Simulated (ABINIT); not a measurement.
# PbS (Galena) (Fm-3m) in ABINIT: notebook

The runs below take PbS (Galena) through single point, with PBEsol, PBE.

Everything below comes from runs of ABINIT 10.8.3 (patched build). Logs are shortened: lines on timing, memory, paths and dates and some standing lists are left out, and cuts for length are marked. The log counts tension as positive stress, the text compression.

## 1. The crystal as given

Symmetry: Fm-3m, No. 225, cubic system. The conventional cell has a = 5.931 Å, b = 5.931 Å, c = 5.931 Å, α = 90.00°, β = 90.00°, γ = 90.00°. Around Pb (site symmetry m-3m) lie 6 S at 2.97 Å. S (site symmetry m-3m) is surrounded by 6 Pb at 2.97 Å.

## 2. Single point, PBEsol (cell relaxed)

Contents of run.abi:

```
# Pseudopotentials
pp_dirpath "./"
pseudos "Pb.upf, S.upf"

# Structure
acell 3*1.0 Angstrom
rprim
     0.0000000000     2.9509747800     2.9509747800
     2.9509747800     0.0000000000     2.9509747800
     2.9509747800     2.9509747800     0.0000000000
ntypat 2
znucl 82 16
natom 2
typat 1 2
xred
     0.0000000000     0.0000000000     0.0000000000
     0.5000000000     0.5000000000     0.5000000000
chkprim 0
chksymtnons 0
tolsym 1.0e-6

# Plane-wave basis
ecut 28.0

# k points
kptopt 1
ngkpt 6 6 6
nshiftk 1
shiftk 0.0 0.0 0.0

# Exchange and correlation
ixc -116133

# Bands and occupations
nband 14
occopt 3
tsmear 0.05 eV

# SCF cycle
nstep 100
tolvrs 1.0e-10

# Output
iomode 3
prtwf 0
prtden 0
prteig 0
prtebands 0
enunit 2
```

Potentials or basis: PseudoDojo NC SR PBEsol v0.4.1 standard.

On the command line:

```bash
$ abinit run.abi > log 2>&1
```

run.abo:

```text
.Version 10.8.3 of ABINIT
 Symmetries : space group Fm -3 m (#225); Bravais cF (face-center cubic)
================================================================================
 Values of the parameters that define the memory need of the present run
     intxc =       0    ionmov =       0      iscf =       7    lmnmax =       6
     lnmax =       6     mgfft =      40  mpssoang =       3    mqgrid =    3001
     natom =       2  nloc_mem =       1    nspden =       1   nspinor =       1
    nsppol =       1      nsym =      48    n1xccc =    2501    ntypat =       2
    occopt =       3   xclevel =       2
       mpw =        2475          nfft =       64000          nkpt =          16
================================================================================
================================================================================

--------------------------------------------------------------------------------
------------- Echo of variables that govern the present computation ------------
--------------------------------------------------------------------------------
 -outvars: echo values of preprocessed input variables --------
            acell      1.8897261259E+00  1.8897261259E+00  1.8897261259E+00 Bohr
              amu      2.07200000E+02  3.20660000E+01
          chkprim           0
      chksymtnons           0
             ecut      2.80000000E+01 Hartree
           enunit           2
              ixc     -116133
         kptrlatt        6    0    0      0    6    0      0    0    6
          kptrlen      4.73184613E+01
            natom           2
            nband          14
            ngfft          40      40      40
             nkpt          16
            nstep         100
             nsym          48
           ntypat           2
           occopt           3
           prtden           0
        prtebands           0
           prteig           0
            prtwf           0
            rprim      0.0000000000E+00  2.9509747800E+00  2.9509747800E+00
                       2.9509747800E+00  0.0000000000E+00  2.9509747800E+00
                       2.9509747800E+00  2.9509747800E+00  0.0000000000E+00
          spgroup         225
           tolsym      1.00000000E-06
           tolvrs      1.00000000E-10
           tsmear      1.83746611E-03 Hartree
            typat      1  2
           xangst      0.0000000000E+00  0.0000000000E+00  0.0000000000E+00
                       2.9509747800E+00  2.9509747800E+00  2.9509747800E+00
            xcart      0.0000000000E+00  0.0000000000E+00  0.0000000000E+00
                       5.5765341387E+00  5.5765341387E+00  5.5765341387E+00
             xred      0.0000000000E+00  0.0000000000E+00  0.0000000000E+00
                       5.0000000000E-01  5.0000000000E-01  5.0000000000E-01
            znucl       82.00000   16.00000

================================================================================

 chkinp: Checking input parameters for consistency.

================================================================================
== DATASET  1 ==================================================================

--- !DatasetInfo
iteration_state: {dtset: 1, }
dimensions: {natom: 2, nkpt: 16, mband: 14, nsppol: 1, nspinor: 1, nspden: 1, mpw: 2475, }
cutoff_energies: {ecut:  28.0, pawecutdg:  -1.0, }
electrons: {nelect:   2.00000000E+01, charge:   0.00000000E+00, occopt:   3.00000000E+00, tsmear:   1.83746611E-03, }
meta: {optdriver: 0, ionmov: 0, optcell: 0, iscf: 7, paral_kgb: 0, }
...

 Real(R)+Recip(G) space primitive vectors, cartesian coordinates (Bohr,Bohr^-1):
 R(1)=  0.0000000  5.5765341  5.5765341  G(1)= -0.0896614  0.0896614  0.0896614
 R(2)=  5.5765341  0.0000000  5.5765341  G(2)=  0.0896614 -0.0896614  0.0896614
 R(3)=  5.5765341  5.5765341  0.0000000  G(3)=  0.0896614  0.0896614 -0.0896614
 Unit cell volume ucvol=  3.4683514E+02 bohr^3
 Angles (23,13,12)=  6.00000000E+01  6.00000000E+01  6.00000000E+01 degrees

 getcut: wavevector=  0.0000  0.0000  0.0000  ngfft=  40  40  40
         ecut(hartree)=     28.000   => boxcut(ratio)=   2.12930

--- Pseudopotential description ------------------------------------------------
- pspini: atom type   1  psp file is ./Pb.upf
12 -116133 2 -1 1678                          pspcod,pspxc,lmax,lloc,mmax
     nproj     2     2     2

- pspini: atom type   2  psp file is ./S.upf
12 -116133 2 -1 1146                          pspcod,pspxc,lmax,lloc,mmax
     nproj     2     2     2

   1.06090310E+03                                ecore*ucvol(ha*bohr**3)
--------------------------------------------------------------------------------

================================================================================

--- !BeginCycle
iteration_state: {dtset: 1, }
solver: {iscf: 7, nstep: 100, nline: 4, wfoptalg: 0, }
tolerances: {tolvrs: 1.00E-10, }
...

     iter   Etot(hartree)      deltaE(h)  residm     vres2
 ETOT  1  -81.187392910246    -8.119E+01 1.831E-01 1.453E+02
 ETOT  2  -81.318288826986    -1.309E-01 4.626E-03 3.756E+01
 ETOT  3  -81.325931018399    -7.642E-03 6.748E-04 4.947E-01
 ETOT  4  -81.325971054360    -4.004E-05 8.917E-04 8.289E-02
 ETOT  5  -81.325986816860    -1.576E-05 1.570E-04 2.342E-03
 ETOT  6  -81.325987006636    -1.898E-07 2.005E-04 2.110E-04
 ETOT  7  -81.325987035063    -2.843E-08 4.960E-05 5.990E-07
 ETOT  8  -81.325987035137    -7.354E-11 9.692E-05 5.227E-09
 ETOT  9  -81.325987035139    -2.174E-12 4.785E-05 7.211E-11

 At SCF step    9       vres2   =  7.21E-11 < tolvrs=  1.00E-10 =>converged.

 Cartesian components of stress tensor (hartree/bohr^3)
  sigma(1 1)=  1.87318234E-07  sigma(3 2)=  0.00000000E+00
  sigma(2 2)=  1.87318234E-07  sigma(3 1)=  0.00000000E+00
  sigma(3 3)=  1.87318234E-07  sigma(2 1)=  0.00000000E+00

--- !ResultsGS
iteration_state: {dtset: 1, }
comment   : Summary of ground state results
lattice_vectors:
- [  0.0000000,   5.5765341,   5.5765341, ]
- [  5.5765341,   0.0000000,   5.5765341, ]
- [  5.5765341,   5.5765341,   0.0000000, ]
lattice_lengths: [   7.88641,    7.88641,    7.88641, ]
lattice_angles: [ 60.000,  60.000,  60.000, ] # degrees, (23, 13, 12)
lattice_volume:   3.4683514E+02
convergence: {deltae: -2.174E-12, res2:  7.211E-11, residm:  4.785E-05, diffor: null, }
etotal    :  -8.13259870E+01
entropy   :   0.00000000E+00
fermie    :   1.75178933E-01
cartesian_stress_tensor: # hartree/bohr^3
- [  1.87318234E-07,   0.00000000E+00,   0.00000000E+00, ]
- [  0.00000000E+00,   1.87318234E-07,   0.00000000E+00, ]
- [  0.00000000E+00,   0.00000000E+00,   1.87318234E-07, ]
pressure_GPa:  -5.5111E-03
xred      :
- [  0.0000E+00,   0.0000E+00,   0.0000E+00, Pb]
- [  5.0000E-01,   5.0000E-01,   5.0000E-01,  S]
cartesian_forces: # hartree/bohr
- [ -0.00000000E+00,  -0.00000000E+00,  -0.00000000E+00, ]
- [ -0.00000000E+00,  -0.00000000E+00,  -0.00000000E+00, ]
force_length_stats: {min:   0.00000000E+00, max:   0.00000000E+00, mean:   0.00000000E+00, }
...

 Integrated electronic density in atomic spheres:
 ------------------------------------------------
 Atom  Sphere_radius  Integrated_density
    1        2.00000         10.02044851
    2        2.00000          3.80646610
================================================================================

 ----iterations are completed or convergence reached----

 Mean square residual over all n,k,spin=   32.372E-08; max=  47.854E-06
 reduced coordinates (array xred) for    2 atoms
       0.000000000000      0.000000000000      0.000000000000
       0.500000000000      0.500000000000      0.500000000000
 rms dE/dt=  0.0000E+00; max dE/dt=  0.0000E+00; dE/dt below (all hartree)
    1       0.000000000000      0.000000000000      0.000000000000
    2       0.000000000000      0.000000000000      0.000000000000

 cartesian coordinates (angstrom) at end:
    1      0.00000000000000     0.00000000000000     0.00000000000000
    2      2.95097478000000     2.95097478000000     2.95097478000000

 cartesian forces (hartree/bohr) at end:
    1     -0.00000000000000    -0.00000000000000    -0.00000000000000
    2     -0.00000000000000    -0.00000000000000    -0.00000000000000
 frms,max,avg= 0.0000000E+00 0.0000000E+00   0.000E+00  0.000E+00  0.000E+00 h/b

 cartesian forces (eV/Angstrom) at end:
    1     -0.00000000000000    -0.00000000000000    -0.00000000000000
    2     -0.00000000000000    -0.00000000000000    -0.00000000000000
 frms,max,avg= 0.0000000E+00 0.0000000E+00   0.000E+00  0.000E+00  0.000E+00 e/A
 length scales=  1.889726125908  1.889726125908  1.889726125908 bohr
              =  1.000000000000  1.000000000000  1.000000000000 angstroms
 Fermi (or HOMO) energy (hartree) =   0.17518   Average Vxc (hartree)=  -0.37497
 Eigenvalues (hartree) for nkpt=  16  k points:
 kpt#   1, nband= 14, wtk=  0.00463, kpt=  0.0000  0.0000  0.0000 (reduced coord)
  -0.44511   -0.44511   -0.44511   -0.44462   -0.44462   -0.33405   -0.05090    0.08871
   0.08871    0.08871    0.36219    0.36219    0.36219    0.41259
      occupation numbers for kpt#   1
   2.00000    2.00000    2.00000    2.00000    2.00000    2.00000    2.00000    2.00000
   2.00000    2.00000    0.00000    0.00000    0.00000    0.00000
 prteigrs : prtvol=0 or 1, do not print more k-points.

 Fermi (or HOMO) energy (eV) =   4.76686   Average Vxc (eV)= -10.20355
 Eigenvalues (   eV  ) for nkpt=  16  k points:
 kpt#   1, nband= 14, wtk=  0.00463, kpt=  0.0000  0.0000  0.0000 (reduced coord)
 -12.11209  -12.11209  -12.11209  -12.09865  -12.09865   -9.08996   -1.38494    2.41390
   2.41390    2.41390    9.85579    9.85579    9.85579   11.22701
 prteigrs : prtvol=0 or 1, do not print more k-points.

--- !EnergyTerms
iteration_state     : {dtset: 1, }
comment             : Components of total free energy in Hartree
kinetic             :  3.83813936773310E+01
hartree             :  1.50628312826343E+01
xc                  : -2.29595420730354E+01
Ewald energy        : -5.58932795374289E+01
psp_core            :  3.05881088741863E+00
local_psp           : -4.61320547124049E+01
non_local_psp       : -1.28440987996986E+01
internal            : -8.13259392751839E+01
'-kT*entropy'       : -4.77599551684262E-05
total_energy        : -8.13259870351391E+01
total_energy_eV     : -2.21299284504881E+03
band_energy         : -4.82998301088148E+00
...

 Cartesian components of stress tensor (hartree/bohr^3)
  sigma(1 1)=  1.87318234E-07  sigma(3 2)=  0.00000000E+00
  sigma(2 2)=  1.87318234E-07  sigma(3 1)=  0.00000000E+00
  sigma(3 3)=  1.87318234E-07  sigma(2 1)=  0.00000000E+00

-Cartesian components of stress tensor (GPa)         [Pressure= -5.5111E-03 GPa]
- sigma(1 1)=  5.51109272E-03  sigma(3 2)=  0.00000000E+00
- sigma(2 2)=  5.51109272E-03  sigma(3 1)=  0.00000000E+00
- sigma(3 3)=  5.51109272E-03  sigma(2 1)=  0.00000000E+00

== END DATASET(S) ==============================================================
================================================================================

 -outvars: echo values of variables after computation  --------
            acell      1.8897261259E+00  1.8897261259E+00  1.8897261259E+00 Bohr
           etotal     -8.1325987035E+01
            fcart     -0.0000000000E+00 -0.0000000000E+00 -0.0000000000E+00
                      -0.0000000000E+00 -0.0000000000E+00 -0.0000000000E+00
            rprim      0.0000000000E+00  2.9509747800E+00  2.9509747800E+00
                       2.9509747800E+00  0.0000000000E+00  2.9509747800E+00
                       2.9509747800E+00  2.9509747800E+00  0.0000000000E+00
           strten      1.8731823416E-07  1.8731823415E-07  1.8731823415E-07
                       0.0000000000E+00  0.0000000000E+00  0.0000000000E+00
           xangst      0.0000000000E+00  0.0000000000E+00  0.0000000000E+00
                       2.9509747800E+00  2.9509747800E+00  2.9509747800E+00
             xred      0.0000000000E+00  0.0000000000E+00  0.0000000000E+00
                       5.0000000000E-01  5.0000000000E-01  5.0000000000E-01
 Calculation completed.
```

Run time: 17 s. Hardware: 1 thread of Arm Neoverse V1, shared host; peak memory 0.08 GiB.

Results:

```yaml
Free_energy: -2212.9928 eV
Pressure: 0.0 GPa
Band_gap_on_the_k_mesh: 0.21 eV, direct
Valence_electrons_inside_the_program's_atomic_spheres: Pb 10.02; S 3.81
```

Caveat: spin-orbit coupling is left out, which as a rule narrows the gap of such compounds by several tenths of an eV. A k mesh can miss the band edges.

## 3. Single point, PBEsol

Contents of run.abi:

```
pp_dirpath "./"
pseudos "Pb.upf, S.upf"

acell 7.9258966301 7.9258966301 7.9258966301
rprim
     0.0000000000     0.7071067812     0.7071067812
     0.7071067812     0.0000000000     0.7071067812
     0.7071067812     0.7071067812     0.0000000000
ntypat 2
znucl 82 16
natom 2
typat 1 2
xcart
     0.0000000000     0.0000000000     0.0000000000
     5.6044552541     5.6044552541     5.6044552541

ecut 24.0

kptopt 1
ngkpt 6 6 6
nshiftk 1
shiftk 0.0 0.0 0.0

ixc -116133

nband 14
occopt 3
tsmear 0.05 eV

nstep 100
tolvrs 1.0e-10

iomode 3
prtwf 0
prtden 0
prteig 0
prtebands 0
enunit 1
```

Potentials or basis: PseudoDojo NC SR PBEsol v0.4.1 standard.

On the command line:

```bash
$ abinit run.abi > log 2>&1
```

Run time: 14 s. Hardware: 1 thread of Arm Neoverse V1, shared host; peak memory 0.07 GiB.

Results (log left out):

```
Free energy                                           : -2212.9836 eV
Pressure                                              : -1.3 GPa
Band gap on the k mesh                                : 0.26 eV, direct
Valence electrons inside the program's atomic spheres : Pb 10.04; S 3.82
```

Levels at points of the mesh, in eV from the valence-band top:
```
           k point  band 8  band 9  band 10  band 11  band 12  band 13
(0.00, 0.00, 0.00)   -2.16   -2.16    -2.16     5.17     5.17     5.17
(0.50, 0.00, 0.00)   -1.77   -1.77     0.00     0.26     1.90     1.90
(0.50, 0.50, 0.00)   -5.25   -3.45    -3.45     3.72     5.53     5.65
```

Caveat: the cutoff is short for stress, so the pressure is rough; spin-orbit coupling is left out, which as a rule narrows the gap of such compounds by several tenths of an eV. A k mesh can miss the band edges.

## 4. Single point, PBE

Contents of run.abi:

```
pp_dirpath "./"
pseudos "Pb.upf, S.upf"

acell 3*1.0 Angstrom
rprim
     0.0000000000     2.9657500000     2.9657500000
     2.9657500000     0.0000000000     2.9657500000
     2.9657500000     2.9657500000     0.0000000000
ntypat 2
znucl 82 16
natom 2
typat 1 2
xred
     0.0000000000     0.0000000000     0.0000000000
     0.5000000000     0.5000000000     0.5000000000

ecut 24.0

kptopt 1
ngkpt 6 6 6
nshiftk 1
shiftk 0.0 0.0 0.0

ixc 11

nband 14
occopt 3
tsmear 0.05 eV

nstep 100
tolvrs 1.0e-10

iomode 3
prtwf 0
prtden 0
prteig 0
prtebands 0
enunit 2
```

Potentials or basis: PseudoDojo NC SR PBE v0.4.1 standard.

On the command line:

```bash
$ abinit run.abi > log 2>&1
```

Run time: 13 s. Hardware: 1 thread of Arm Neoverse V1, shared host; peak memory 0.07 GiB.

Results (log left out):

```yaml
Free_energy: -2216.6010 eV
Band_gap_on_the_k_mesh: 0.37 eV, direct
Valence_electrons_inside_the_program's_atomic_spheres: Pb 10.05; S 3.85
```

Levels at points of the mesh, in eV from the valence-band top:
```csv
k point,band 6,band 7,band 8,band 9,band 10,band 11,band 12,band 13,band 14
"(0.00, 0.00, 0.00)",-13.60,-6.04,-2.16,-2.16,-2.16,5.21,5.21,5.21,6.71
"(0.50, 0.00, 0.00)",-12.35,-8.85,-1.78,-1.78,0.00,0.37,1.96,1.96,8.67
"(0.50, 0.50, 0.00)",-11.92,-7.20,-5.19,-3.44,-3.44,3.87,5.58,5.69,5.69
```

Caveat: the cutoff is too short for stress, so the log's stress isn't used; spin-orbit coupling is left out, which as a rule narrows the gap of such compounds by several tenths of an eV. A k mesh can miss the band edges.

## 5. Single point, PBE

Edit run.abi of step 4 so:

```diff
@@ -1,4 +1,6 @@
+# Pseudopotentials
 pp_dirpath "./"
-pseudos "Pb.upf, S.upf"
+pseudos "Pb_ONCV_PBE-1.2.upf, S_ONCV_PBE-1.2.upf"
 
+# Structure
 acell 3*1.0 Angstrom
@@ -16,4 +18,6 @@
 
-ecut 24.0
+# Plane-wave basis
+ecut 680.284656 eV
 
+# k points
 kptopt 1
@@ -23,8 +27,11 @@
 
+# Exchange and correlation
 ixc 11
 
+# Bands and occupations
 nband 14
 occopt 3
-tsmear 0.05 eV
+tsmear 0.00183747
 
+# SCF cycle
 nstep 100
@@ -32,2 +39,3 @@
 
+# Output
 iomode 3
@@ -38 +46,2 @@
 enunit 2
+prtvol 2
```

Potentials or basis: SG15 NC PBE v1.2.

On the command line:

```bash
$ abinit run.abi > log 2>&1
```

Wall time 13 s (1 thread of Arm Neoverse V1, shared host); peak memory 0.07 GiB.

It converged, with:

```yaml
Free_energy: -1815.3487 eV
Pressure: 2.2 GPa
Band_gap_on_the_k_mesh: 0.37 eV, direct
Valence_electrons_inside_the_program's_atomic_spheres: Pb 9.88; S 3.85
```

Levels at points of the mesh, in eV from the valence-band top:
```tsv
k point	band 7	band 8	band 9	band 10	band 11	band 12	band 13	band 14
(0.00, 0.00, 0.00)	-6.04	-2.17	-2.17	-2.17	5.21	5.21	5.21	6.76
(0.50, 0.00, 0.00)	-8.85	-1.78	-1.78	0.00	0.37	1.97	1.97	8.68
(0.50, 0.50, 0.00)	-7.20	-5.20	-3.44	-3.44	3.89	5.57	5.68	5.68
```

Caveat: the cutoff is short for stress, so the pressure is rough; spin-orbit coupling is left out, which as a rule narrows the gap of such compounds by several tenths of an eV.

## 6. The runs side by side

```tsv
level	potentials or basis	cell	cutoff (eV)	gap on the mesh (eV)	pressure (GPa)
PBEsol	PseudoDojo NC SR PBEsol v0.4.1 standard	cell relaxed	762	0.21	0.0
PBEsol	PseudoDojo NC SR PBEsol v0.4.1 standard	as given	653	0.26	-1.3
PBE	PseudoDojo NC SR PBE v0.4.1 standard	as given	653	0.37	-
PBE	SG15 NC PBE v1.2	as given	680	0.37	2.2
```

Alike in all rows: task single point; no spin polarisation; k mesh 6 × 6 × 6; smearing fermi-dirac 0.05 eV.

Caveats: spin-orbit coupling is left out, which as a rule narrows the gap of such compounds by several tenths of an eV; the cutoff is short for stress, so the pressure is rough (some runs).

Total energies depend on the potentials used, so only differences within one code and one set of settings carry meaning.
